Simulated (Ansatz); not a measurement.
# A series in volume scale on Bi

All results are calculated (Ansatz 0.2.0). Periodic Kohn-Sham DFT of a crystal at fixed atoms, scaled to volume_scale times the given cell; pressure positive in compression, energy less spherical unpolarised free atoms, largest_vzz the field gradient of largest size among the nuclei.

The cell before it is scaled or strained (space group Fm-3m, No. 225):
```
cell vectors (Å)
   0.0000     2.5146     2.5146
   2.5146     0.0000     2.5146
   2.5146     2.5146     0.0000
atoms (fractions of the cell vectors)
Bi  0.00000  0.00000  0.00000
```

Settings of every row: method frozen-core PAW; functional PBE; relativity scalar; k mesh 16x16x16; filling fermi-dirac; smearing width 0.05 eV; wave cutoff 420 eV; paw set soft_2.

Atom start moment: 0 on all atoms.

Limits: no spin-orbit coupling on heavy atoms; the cell comes from a prototype or a list of computed structures and needn't be the stable phase.

```csv
row,volume scale,V (Å³/atom),pressure (GPa)
1,0.95,30.211,2.941
2,0.975,31.006,1.363
3,1,31.803,-0.009
4,1.025,32.596,?
5,1.05,33.391,-2.263
```

Question: what pressure should row 4 give?

Worked fit of pressure. Take u = (V_r/V)^(2/3) − 1 with V_r = 31.404 Å³ an atom, which is twice the finite (Eulerian) strain; such expansions in the strain, on which the Birch-Murnaghan equation of state is built, carry the rest volume and the bulk modulus. The shown rows have u = 0.02616, 0.00854, -0.00838, -0.04008. Least squares give pressure = 0.6553 + 81.574 × u + 219.04 × u² GPa; a straight line predicts inner rows, each left out in turn, worse (root mean square 0.15 against 0.01 GPa). The rows lie off it by 0.002, -0.005, 0.004, -0.001 (root mean square 0.0034 GPa). The pressure vanishes at u = -0.0082, or V = 31.79 Å³ an atom, and there the bulk modulus at fixed shape and fractions is B = −V dP/dV = (2/3)(1 + u) dP/du = 51.6 GPa. The withheld row has u = -0.02453, so the fit gives 0.6553 + 81.574 × (-0.02453) + 219.04 × (-0.02453)² = -1.214 GPa.

The calculation gave -1.212 GPa. The fit lies 0.002 GPa (0.038 % of the column's range) below it; its largest miss of a shown row is 0.005 GPa.
